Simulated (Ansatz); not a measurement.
# Zr2CO2 MXene monolayer in a perpendicular field

Aim: how the Zr2CO2 MXene monolayer screens a field along its normal, and what the field does to its bands. A positive field points along +c.

Calculated with Ansatz 0.2.0; plane-wave DFT, PBE-D3(BJ), Ansatz PAW, in the first sound run; inputs show where later runs differ.

## 1. Starting point

The cell holds 5 atoms: 2 O, 2 Zr and 1 C. Cell: a = 3.289 Å, b = 3.289 Å, c = 40.953 Å, α = 90.0°, β = 90.0°, γ = 120.0°. Vacuum lies along c.

## 2. Relaxing the slab

The starting cell is a guess, so the in-plane lattice and the atoms are relaxed first, with the slab cut off from its images along the normal.

File input.yaml:

```yaml
crystal:
  lattice:
    - [3.289, 0.0, 0.0]
    - [-1.6445, 2.848357553, 0.0]
    - [0.0, 0.0, 40.9529467957]
  atoms:
    - { symbol: O, position: [0.3333333333, 0.6666666667, 0.4395288107] }
    - { symbol: Zr, position: [0.6666666667, 0.3333333333, 0.4683111504] }
    - { symbol: C, position: [0.0, 0.0, 0.5] }
    - { symbol: Zr, position: [0.3333333333, 0.6666666667, 0.5316888496] }
    - { symbol: O, position: [0.6666666667, 0.3333333333, 0.5604711893] }
  periodic: [true, true, false]
kpoints:
  mp_grid: { grid: [12, 12, 1] }
hamiltonian:
  xc: pbe
  dispersion: d3bj
scf:
  occupations: { method: fermi_dirac, width: 0.05 }
  convergence: { dr2_threshold: 1.0e-09 }
relax:
  f_tol: 0.004
  max_steps: 90
  cell: {}
output:
  write_potential: true
  write_density: true
  volumetric_format: npy
```

Launch:

```bash
> ansatz run input.yaml --threads 2 --pin off --max-ram 3072MiB --backend cpu --events-out ev --progress --plain --runs-dir out
```

Numbers of over 12 decimals in the logs are rounded to 6 here.

Output:

```text
Warning: relax.cell: scf.convergence.dr2_threshold = 1e-9 eV is looser than the 2.23622978781e-10 eV advised for a relaxation that steers and ends on the stress (1e-10 eV for each atom of the cell: 5, times the square of relax.cell.stress_2d_tol = 0.05 N/m over 15.0 Å (the atoms' height at the walk's start and 5 Å past either face), 3.344e-2 GPa, over a crystal's default 0.05). What an SCF threshold leaves in a stress goes as its square root, and in the free energy as the threshold itself, and one threshold admits the most on a small cell: [figures from the program's tests cut] Set scf.convergence.dr2_threshold to 2.23622978781e-10 eV or tighter. [rest of the remark cut]
Engine: ansatz 0.2.0, x86_64-unknown-linux-gnu
Pseudopotentials: kind: paw
Pseudopotential: O, paw, valence charge 6, recommended cutoff 420 eV (normal), O.paw.azcp
Pseudopotential: Zr, paw, valence charge 12, recommended cutoff 420 eV (normal), Zr.paw.azcp
Pseudopotential: C, paw, valence charge 4, recommended cutoff 420 eV (normal), C.paw.azcp
Functional definition: PBE
  parameter kappa = 0.804
  parameter beta = 0.066725
  exchange = pbe_x(kappa = kappa, mu = beta*pi^2/3)
  correlation = pbe_c(beta = beta)
Crystal: 5 atoms, lattice volume = 383.657 Å³
Basis set: ecut = 420 eV, 7625 PW (Γ), exchange–correlation on 48×48×576 points (8 copies of the dense FFT grid, shifted against one another)
Bands: 25, of which v1, the nominal top of the filled ones, is band 20 counted from 1 (19 counted from 0)
Symmetry: 12 space group operations
Space group: P-3m1 (ITA 164), of the structure as read, at distance tolerance 7.3e-5 Å
k-points: 19 of 144
Non-local potential: O, projectors of the file, l = 0: 2, l = 1: 2, l = 2: 1
Non-local potential: Zr, projectors of the file, l = 0: 3, l = 1: 2, l = 2: 2, l = 3: 2
Non-local potential: C, projectors of the file, l = 0: 2, l = 1: 2, l = 2: 1
PAW form: soft (Blöchl's): semilocal exchange-correlation on the pseudo side does not see the compensation charge
PAW one-centre angular grid: O, 110 points (default); XC on 64 Gauss nodes
PAW one-centre angular grid: Zr, 590 points (default); XC on 64 Gauss nodes
PAW one-centre angular grid: C, 110 points (default); XC on 64 Gauss nodes
Initial density: superposition of atomic densities (neutral atoms: chi_scale 0, normalization atom), corrected by the library's trained network
Initial wavefunctions: pseudopotential atomic-orbital guess
Functional: x = pbe(κ = 0.804, μ = 0.219515), c = pbe(β = 0.066725)
SCF iter   1: F=—  HF=-9759.728690 eV  |F-HF|=—  |Δ(HF+E_count)|=         —  Δρ=2.13e-3  dr2=2.29e-2  ethr=1.77e-3  ⟨swp⟩=11.1  Hψ=3379  notcnv=0
preconditioner: auto → Resta (q_TF=auto, 1.872 Å⁻¹)  ε∞=2.1  [insulator: Δε(μ)=0.760 eV  Ē_g=8.987 eV  σ=0.050 eV  W_gap=1.00  n_scr=24 (ndim 8)  ℏωp=9.3 eV  f_vac=0.805  D(μ)=0.00/eV (n_scr^D=0)  ε∞_Penn≈2.1  vacuum switching on, ρ_ref=5.9e-3 e/Å³]
SCF iter   2: F=—  HF=-9759.725420 eV  |F-HF|=—  |Δ(HF+E_count)|=   3.27e-3  Δρ=1.48e-3  dr2=9.15e-3  ethr=5.72e-5  ⟨swp⟩=3.2  Hψ=1238  notcnv=0  defer=10
SCF iter   3: F=—  HF=-9759.724696 eV  |F-HF|=—  |Δ(HF+E_count)|=   7.24e-4  Δρ=7.95e-4  dr2=3.37e-3  ethr=2.29e-5  ⟨swp⟩=2.9  Hψ=849  notcnv=0  defer=10
SCF iter   4: F=—  HF=-9759.724766 eV  |F-HF|=—  |Δ(HF+E_count)|=   6.93e-5  Δρ=3.33e-4  dr2=4.67e-4  ethr=8.42e-6  ⟨swp⟩=2.6  Hψ=734  notcnv=0  defer=10
SCF iter   5: F=—  HF=-9759.725110 eV  |F-HF|=—  |Δ(HF+E_count)|=   3.45e-4  Δρ=1.09e-4  dr2=4.43e-5  ethr=1.17e-6  ⟨swp⟩=2.9  Hψ=925  notcnv=0  defer=10
SCF iter   6: F=—  HF=-9759.725309 eV  |F-HF|=—  |Δ(HF+E_count)|=   1.99e-4  Δρ=3.05e-5  dr2=4.32e-6  ethr=1.11e-7  ⟨swp⟩=3.3  Hψ=958  notcnv=0  defer=10
SCF iter   7: F=—  HF=-9759.725316 eV  |F-HF|=—  |Δ(HF+E_count)|=   6.70e-6  Δρ=5.25e-6  dr2=1.24e-7  ethr=1.08e-8  ⟨swp⟩=3.5  Hψ=962  notcnv=0  defer=10
SCF iter   8: F=—  HF=-9759.725314 eV  |F-HF|=—  |Δ(HF+E_count)|=   1.76e-6  Δρ=1.19e-6  dr2=6.38e-9  ethr=3.09e-10  ⟨swp⟩=3.4  Hψ=1071  notcnv=0  defer=10
SCF iter   9: F=-9759.725314 eV  HF=-9759.725314 eV  |F-HF|=8.00e-11  |Δ(HF+E_count)|=  6.22e-10  Δρ=1.52e-7  dr2=7.45e-11  ethr=2.50e-12  ⟨swp⟩=13.7  Hψ=4370  notcnv=0
SCF 1 converged in 9 iterations: F = -9759.725314 eV  dr2 = 7.45e-11
  greatest PAW one-centre occupation: 0.995 electrons in one spin orbital (limit 2), on the Zr atom at site 3 (counted from 0), in its partial waves of l = 0
relax step   1: F+E_penalty+E_count = -9759.72531409 eV  Δ(F+E_penalty+E_count) = +0.000e0 eV  max|allowed force component| = 4.909e0 eV/Å  Δτ_max = 0.0000 Å  P = -4.155 N/m  Ω = 383.657 Å³  fix = [c, alpha, beta]  reactions: c -0.000 N/m  (9 SCF iters, accepted)
Crystal: 5 atoms, lattice volume = 383.815 Å³
Initial density: handed on by an earlier stage of this run
Initial wavefunctions: those handed on with the density
iter 1 solved again at ethr=1.96e-3 eV; its pass at ethr=3.10e-3 eV (dr2=7.84e-1 eV) is discarded
SCF iter   1: F=—  HF=-9760.748928 eV  |F-HF|=—  |Δ(HF+E_count)|=         —  Δρ=1.31e-2  dr2=7.90e-1  ethr=1.96e-3  ⟨swp⟩=1.2  Hψ=4453  notcnv=0
preconditioner: auto → Resta (q_TF=auto, 1.872 Å⁻¹)  ε∞=1.9  [insulator: Δε(μ)=0.692 eV  Ē_g=9.571 eV  σ=0.050 eV  W_gap=1.00  n_scr=24 (ndim 8)  ℏωp=9.3 eV  f_vac=0.800  D(μ)=0.00/eV (n_scr^D=0)  ε∞_Penn≈1.9  vacuum switching on, ρ_ref=6.6e-3 e/Å³]
SCF iter   2: F=—  HF=-9760.514146 eV  |F-HF|=—  |Δ(HF+E_count)|=   2.35e-1  Δρ=4.99e-3  dr2=1.46e-1  ethr=1.96e-3  ⟨swp⟩=3.2  Hψ=932  notcnv=0
SCF iter   3: F=—  HF=-9760.501065 eV  |F-HF|=—  |Δ(HF+E_count)|=   1.31e-2  Δρ=4.56e-3  dr2=9.05e-2  ethr=3.64e-4  ⟨swp⟩=4.6  Hψ=1162  notcnv=0  defer=1
SCF iter   4: F=—  HF=-9760.485666 eV  |F-HF|=—  |Δ(HF+E_count)|=   1.54e-2  Δρ=1.18e-3  dr2=3.95e-3  ethr=2.26e-4  ⟨swp⟩=2.8  Hψ=942  notcnv=0
SCF iter   5: F=—  HF=-9760.486623 eV  |F-HF|=—  |Δ(HF+E_count)|=   9.58e-4  Δρ=7.23e-4  dr2=2.10e-3  ethr=9.88e-6  ⟨swp⟩=3.4  Hψ=1153  notcnv=0
SCF iter   6: F=—  HF=-9760.486336 eV  |F-HF|=—  |Δ(HF+E_count)|=   2.87e-4  Δρ=2.26e-4  dr2=1.16e-4  ethr=5.25e-6  ⟨swp⟩=2.7  Hψ=764  notcnv=0
SCF iter   7: F=—  HF=-9760.486344 eV  |F-HF|=—  |Δ(HF+E_count)|=   8.58e-6  Δρ=1.16e-4  dr2=4.41e-5  ethr=2.89e-7  ⟨swp⟩=3.2  Hψ=1084  notcnv=0
SCF iter   8: F=—  HF=-9760.486375 eV  |F-HF|=—  |Δ(HF+E_count)|=   3.07e-5  Δρ=4.02e-5  dr2=4.41e-6  ethr=1.10e-7  ⟨swp⟩=3.0  Hψ=890  notcnv=0
SCF iter   9: F=—  HF=-9760.486367 eV  |F-HF|=—  |Δ(HF+E_count)|=   8.37e-6  Δρ=1.09e-5  dr2=3.95e-7  ethr=1.10e-8  ⟨swp⟩=2.5  Hψ=929  notcnv=0
SCF iter  10: F=—  HF=-9760.486368 eV  |F-HF|=—  |Δ(HF+E_count)|=   9.72e-7  Δρ=7.45e-7  dr2=2.18e-9  ethr=9.89e-10  ⟨swp⟩=3.2  Hψ=878  notcnv=0
[...]
SCF iter   3: F=—  HF=-9760.606246 eV  |F-HF|=—  |Δ(HF+E_count)|=   8.90e-3  Δρ=2.91e-3  dr2=3.38e-2  ethr=2.14e-4  ⟨swp⟩=3.0  Hψ=1097  notcnv=0  defer=2
SCF iter   4: F=—  HF=-9760.602025 eV  |F-HF|=—  |Δ(HF+E_count)|=   4.22e-3  Δρ=6.36e-4  dr2=8.79e-4  ethr=8.46e-5  ⟨swp⟩=2.6  Hψ=832  notcnv=0  defer=2
SCF iter   5: F=—  HF=-9760.602264 eV  |F-HF|=—  |Δ(HF+E_count)|=   2.39e-4  Δρ=2.87e-4  dr2=4.12e-4  ethr=2.20e-6  ⟨swp⟩=3.3  Hψ=1076  notcnv=0  defer=2
SCF iter   6: F=—  HF=-9760.602182 eV  |F-HF|=—  |Δ(HF+E_count)|=   8.26e-5  Δρ=9.01e-5  dr2=1.68e-5  ethr=1.03e-6  ⟨swp⟩=2.7  Hψ=750  notcnv=0  defer=2
SCF iter   7: F=—  HF=-9760.602219 eV  |F-HF|=—  |Δ(HF+E_count)|=   3.67e-5  Δρ=2.16e-5  dr2=1.38e-6  ethr=4.19e-8  ⟨swp⟩=3.6  Hψ=1095  notcnv=0  defer=2
SCF iter   8: F=—  HF=-9760.602212 eV  |F-HF|=—  |Δ(HF+E_count)|=   6.52e-6  Δρ=3.67e-6  dr2=3.79e-8  ethr=3.46e-9  ⟨swp⟩=3.6  Hψ=1045  notcnv=0  defer=2
SCF iter   9: F=—  HF=-9760.602212 eV  |F-HF|=—  |Δ(HF+E_count)|=   3.59e-8  Δρ=9.04e-7  dr2=1.50e-9  ethr=9.46e-11  ⟨swp⟩=3.6  Hψ=1044  notcnv=0  defer=2
SCF iter  10: F=-9760.602212 eV  HF=-9760.602212 eV  |F-HF|=1.58e-10  |Δ(HF+E_count)|=   2.41e-9  Δρ=1.22e-7  dr2=6.25e-11  ethr=2.50e-12  ⟨swp⟩=12.1  Hψ=3854  notcnv=0
SCF 3 converged in 10 iterations: F = -9760.602212 eV  dr2 = 6.25e-11
relax step   3: F+E_penalty+E_count = -9760.60221205 eV  Δ(F+E_penalty+E_count) = -1.158e-1 eV  max|allowed force component| = 3.846e-1 eV/Å  Δτ_max = 0.1440 Å  P = -4.353 N/m  Ω = 397.671 Å³  energy of the carried Pulay correction = -6.430e-3 eV  fix = [c, alpha, beta]  reactions: c -0.000 N/m  (10 SCF iters, accepted)
[...]
relax step   4: F+E_penalty+E_count = -9760.69357705 eV  Δ(F+E_penalty+E_count) = -9.136e-2 eV  max|allowed force component| = 1.160e-1 eV/Å  Δτ_max = 0.0965 Å  P = +0.174 N/m  Ω = 383.231 Å³  energy of the carried Pulay correction = +1.991e-4 eV  fix = [c, alpha, beta]  reactions: c +0.000 N/m  (9 SCF iters, accepted)
[...]
relax step   5: F+E_penalty+E_count = -9760.69415702 eV  Δ(F+E_penalty+E_count) = -5.800e-4 eV  max|allowed force component| = 2.846e-3 eV/Å  Δτ_max = 0.0069 Å  P = +0.066 N/m  Ω = 383.953 Å³  energy of the carried Pulay correction = -1.379e-4 eV  fix = [c, alpha, beta]  reactions: c +0.000 N/m  (8 SCF iters, accepted)
[...]
relax step   6: F+E_penalty+E_count = -9760.69409081 eV  Δ(F+E_penalty+E_count) = +6.621e-5 eV  max|allowed force component| = 6.647e-4 eV/Å  Δτ_max = 0.0008 Å  P = +0.000 N/m  Ω = 384.116 Å³  energy of the carried Pulay correction = -2.140e-4 eV  fix = [c, alpha, beta]  reactions: c +0.000 N/m  (6 SCF iters, accepted)
Initial wavefunctions: pseudopotential atomic-orbital guess (no wavefunctions were taken with the density)
iter 1 solved again at ethr=3.33e-8 eV; its pass at ethr=3.10e-3 eV (dr2=1.33e-5 eV) is discarded
SCF iter   1: F=—  HF=-9760.694149 eV  |F-HF|=—  |Δ(HF+E_count)|=         —  Δρ=1.02e-5  dr2=1.46e-8  ethr=3.33e-8  ⟨swp⟩=7.7  Hψ=5959  notcnv=0
preconditioner: auto → Resta (q_TF=auto, 1.871 Å⁻¹)  ε∞=1.9  [insulator: Δε(μ)=0.950 eV  Ē_g=9.550 eV  σ=0.050 eV  W_gap=1.00  n_scr=24 (ndim 8)  ℏωp=9.3 eV  f_vac=0.810  D(μ)=0.00/eV (n_scr^D=0)  ε∞_Penn≈1.9  vacuum switching on, ρ_ref=6.6e-3 e/Å³]
SCF iter   2: F=—  HF=-9760.694260 eV  |F-HF|=—  |Δ(HF+E_count)|=   1.11e-4  Δρ=5.06e-6  dr2=4.02e-9  ethr=3.65e-11  ⟨swp⟩=4.7  Hψ=1483  notcnv=0
SCF iter   3: F=—  HF=-9760.694317 eV  |F-HF|=—  |Δ(HF+E_count)|=   5.70e-5  Δρ=1.24e-6  dr2=3.15e-9  ethr=1.01e-11  ⟨swp⟩=4.2  Hψ=1042  notcnv=0
SCF iter   4: F=-9760.694323 eV  HF=-9760.694322 eV  |F-HF|=2.87e-7  |Δ(HF+E_count)|=   5.50e-6  Δρ=2.35e-7  dr2=1.64e-10  ethr=2.50e-12  ⟨swp⟩=15.5  Hψ=4631  notcnv=0
SCF 7 converged in 4 iterations: F = -9760.694323 eV  dr2 = 1.64e-10
relax step   7: F+E_penalty+E_count = -9760.69432275 eV  Δ(F+E_penalty+E_count) = -2.319e-4 eV  max|allowed force component| = 7.030e-4 eV/Å  Δτ_max = 0.0000 Å  P = +0.012 N/m  Ω = 384.116 Å³  fix = [c, alpha, beta]  reactions: c +0.000 N/m  stress off target by 1.20e-2 N/m on what of the cell is left free  SCF on the basis re-selected at this cell (its energy is not comparable with the rows above)  (4 SCF iters)
basis re-selected at this cell: Δ(F+E_penalty+E_count) = -2.319e-4 eV, ΔP = +0.012 N/m vs the last step (what re-selecting the basis moved, of the pressure what is left beyond the Pulay correction that the steps carried, after the strain that the cell walked since its last selection, with what the two solves' SCF thresholds leave and, on support functions, any second-order correction that the steps lacked; it is no m [...]
WARN: The output density's exchange-correlation potential varies sharply where the density is thin. Do not read a vacuum level from v_tot or v_xc, or from such a field of the output density. On a cell that repeats whose density bears no net charge and no dipole along the vacuum's axis use v_es (v_loc + v_h of the components); under efield.dipole_correction with no amplitude use v_es + v_field, which holds any externa [...]
SCF converged after 4 iterations
Free energy (F): -9760.694323 eV
Harris-Foulkes:  -9760.694322 eV  (|F-HF|=2.87e-7)
Internal energy: -9760.694319 eV  (E = F + TS)
E sigma→0 (E₀):  -9760.694321 eV
Entropy (-TS):   -0.000004 eV (-0.001 meV/atom)
Fermi energy:    -4.929073 eV
--- Per-component energies (eV) ---
  E_band       = -884.289435
  E_kinetic    = 1108.997893
  E_local      = -129180.283395  (includes V_loc(G=0)·N_el)
  E_nonlocal   = 275.555925
  E_hartree    = 63890.438111
  E_xc         = -522.611373
  E_vxc        = -634.398192  (∫ρ·V_xc dr)
  E_paw        = -6320.558621  (= ΣΔE_a)
  E_vpaw       = -235.043781  (= ΣTr[D̂ρ^β])
  E_aug_tail   = 0.004967  (compensation charges beyond the density's cutoff)
  E_ewald      = 60988.814971
  E_disp       = -1.052798  (pairwise vdW)
  E_smearing   = -0.000004  (= −TS)
  E_closure    = -0.000000  (closes the sum)
  Σ components = -9760.694323   (vs F -9760.694323, Δ=0.00e0)
--- Forces (eV/Å), atoms counted from 1 ---
  atom   1  O      0.00000000     0.00000000    -0.00007733
  atom   2  Zr     0.00000000     0.00000000    -0.00070299
  atom   3  C     -0.00000000    -0.00000000     0.00000000
  atom   4  Zr     0.00000000    -0.00000000     0.00070299
  atom   5  O     -0.00000000    -0.00000000     0.00007733
  max |Σ_I F_I| component: 9.25e-18 eV/Å
--- 2D stress c σ (N/m, compression-positive) ---
        0.012030       0.000000       0.000000
        0.000000       0.012030       0.000000
        0.000000       0.000000       0.000000
  P = ½ c Tr σ = 0.0120 N/m
--- Band table (eV; the first three rows and the last of 19) ---
  k-point 0: bands = [... 16 lower, -9.5416, -6.5698, -5.3792, -5.3792, -3.5129, -3.5129, -3.0907, -2.0911, ... 1 higher]
  k-point 1: bands = [... 16 lower, -9.4290, -6.4448, -5.9210, -5.6368, -3.5233, -3.1921, -2.9866, -2.0514, ... 1 higher]
  k-point 2: bands = [... 16 lower, -9.1912, -6.9147, -6.2855, -6.0677, -3.8435, -2.6631, -2.5442, -1.7993, ... 1 higher]
  k-point 18: bands = [... 16 lower, -9.0088, -7.6591, -7.6332, -7.6332, -3.2063, -2.2778, -2.2778, -1.4564, ... 1 higher]
  the weakly bound empty levels are not read free of the cell's end (no_gap_told)
--- Relaxed structure (6 steps of the walk, 6 accepted, 1 SCFs on fresh bases) ---
  F+E_penalty+E_count = -9760.69432275 eV   max|allowed force component| = 7.030e-4 eV/Å   (the final SCF, on the basis selected at the relaxed cell)
  cell:  # Å, volume = 384.1156 Å³
    - [3.290964, 0.0, 0]
    - [-1.645482, 2.850058, 0]
    - [0, 0, 40.9529467957]
  atoms:
    - { symbol: O, position: [0.333333, 0.666667, 0.443375] }
    - { symbol: Zr, position: [0.666667, 0.333333, 0.465950] }
    - { symbol: C, position: [0, 0, 0.500000] }
    - { symbol: Zr, position: [0.333333, 0.666667, 0.534050] }
    - { symbol: O, position: [0.666667, 0.333333, 0.556625] }
```

The job ended after 32 s (2 threads of Intel Xeon 6975P-C (Granite Rapids), shared host; peak memory 0.76 GiB).

The steps of the relaxation:

```tsv
step	energy less that of the first step (eV)	largest force component (eV/Å)	volume (Å³)
1	0.0000	4.9089	383.66
2	-0.7611	2.2770	383.81
3	-0.8769	0.3846	397.67
4	-0.9683	0.1160	383.23
5	-0.9688	0.0028	383.95
6	-0.9688	0.0007	384.12
7*	-0.9690	0.0007	384.12
```

Relaxation steps marked * repeat the geometry before them on a plane-wave basis chosen anew for their cell, so energy and pressure can jump there.

Forces are held to the 12 operations that the run works with; a distortion that breaks them can't arise in this run.

```tsv
cell as run	before	after	change
a (Å)	3.289	3.291	+0.1 %
b (Å)	3.289	3.291	+0.1 %
```

The atoms that moved most (Å, along periodic axes as changes of fractional coordinates times the final cell, across vacuum about the mean position):

```tsv
atom	dx	dy	dz	length
O5	0.000	0.000	-0.157	0.157
O1	0.000	0.000	0.157	0.157
Zr4	0.000	0.000	0.097	0.097
Zr2	0.000	0.000	-0.097	0.097
```

Final coordinates:

```xyz
5
Lattice="3.2910 0.0000 0.0000 -1.6455 2.8501 0.0000 0.0000 0.0000 40.9529" Properties=species:S:1:pos:R:3
O     0.0000    1.9000   18.1575
Zr    1.6455    0.9500   19.0820
C     0.0000    0.0000   20.4765
Zr    0.0000    1.9000   21.8709
O     1.6455    0.9500   22.7955
```

The lattice constant a goes from 3.289 to 3.291 Å.

[end of part 1 of 4]

[Logs are printed without paths, hosts, clocks, repeated set-up lines and the standing remarks that a program may print on its own settings, such as how far it seeks lower states.]

[Hosts, paths, dates, database ids (printed as entryN), source tags and the programs' standing remarks are cut or masked in the printed files.]

[Maps of the electrostatic potential energy from Ansatz leave out the sawtooth potential of an applied field or a dipole correction, so their vacuum need not be flat; planar profiles and work functions include it.]
